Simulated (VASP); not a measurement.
Runs of VASP 6.6.1 on ZnO (zincite). It takes space group P6_3mc (No. 186, hexagonal). The conventional cell has a = 3.237 Å, b = 3.237 Å, c = 5.224 Å, α = 90.00°, β = 90.00°, γ = 120.00°. Zn (site symmetry 3m) is surrounded by 4 O at 1.97 to 1.98 Å. O (site symmetry 3m) has 4 Zn at 1.97 to 1.98 Å as nearest neighbours. 

| task | level | potentials or basis | cell | cutoff (eV) | gap on the mesh (eV) | pressure (GPa) |
| --- | --- | --- | --- | --- | --- | --- |
| band structure | TB-mBJ | VASP PAW PBE potentials, release 64 (Zn, O) | P6_3mc, 11.85 Å³/atom | 520 | (a) | - |
| relaxation of cell and atoms | PBEsol | VASP PAW PBE potentials, release 64 (Zn, O) | relaxed | 600 | (b) | -0.1 |
| band structure | LDA | VASP PAW LDA potentials, release 64 (Zn, O) | P6_3mc, 11.85 Å³/atom | 520 | 0.74 | -5.5 |
| band structure | r2SCAN | VASP PAW PBE potentials, release 64 (Zn, O) | P6_3mc, 11.85 Å³/atom | 520 | 1.23 | 0.4 |

Alike in all rows: no spin polarisation; k mesh 9 × 9 × 5; smearing gaussian 0.03 eV.

Question: Fill in the values left out.

Answer: (a) 2.57; (b) 0.68.

Caveats: the PAW data sets were made with another functional, which shifts forces and pressure a little (some runs).

Runs at the PBE level aren't shown here.
